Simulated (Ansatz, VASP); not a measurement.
**One calculation of SrO, two programs**

Contents of INCAR:

```
PREC = Accurate
ENCUT = 520
EDIFF = 1E-7
ISMEAR = -1
SIGMA = 0.02
LREAL = F
LASPH = T
NELM = 60
ALGO = Normal
ISIF = 2
LWAVE = F
LCHARG = T
LELF = T
LVHAR = T
NBANDS = 15
```

The input KPOINTS:

```
regular mesh
0
Gamma
  8 8 8
```

File POSCAR:

```
SrO
1.0
    0.0000000000      2.5482040210      2.5482040210
    2.5482040210      0.0000000000      2.5482040210
    2.5482040210      2.5482040210      0.0000000000
Sr O
1 1
Direct
    0.0000000000      0.0000000000      0.0000000000
    0.5000000000      0.5000000000      0.5000000000
```

Input for Ansatz:

```yaml
crystal:
  lattice:
    - [0.0, 2.548204021, 2.548204021]
    - [2.548204021, 0.0, 2.548204021]
    - [2.548204021, 2.548204021, 0.0]
  atoms:
    - { symbol: Sr, position: [0.0, 0.0, 0.0] }
    - { symbol: O, position: [0.5, 0.5, 0.5] }
kpoints:
  mp_grid: { grid: [8, 8, 8] }
scf:
  occupations: { method: fermi_dirac, width: 0.02 }
hamiltonian:
  xc: lda
  pseudopotentials: { kind: all_electron, lapw: { basis_error: 0.00025 } }
output:
  forces: true
  stress: true
  eigenvalues: true
```

Change from the starting cell: volume scaled by 0.975.

Alike in both runs: task single point; functional LDA; k mesh 8 × 8 × 8; occupations fermi-dirac, width 0.02 eV; no spin polarisation.

```csv
,VASP,Ansatz
version,VASP 6.6.1,Ansatz 0.2.0
potentials or method,"VASP PAW LDA potentials, release 64 (Sr_sv, O)","all-electron LAPW, scalar-relativistic"
plane-wave cutoff (eV),520,see its input
```

```csv
,VASP,Ansatz,Ansatz less VASP
gap on the k mesh at the Fermi level (eV),3.08,3.14,+0.060
pressure (GPa),-1.1,-1.9,-0.76
```

Ansatz ran all-electron here, so the differences hold the error of VASP's frozen core and of both bases.

A k mesh can miss the band edges.
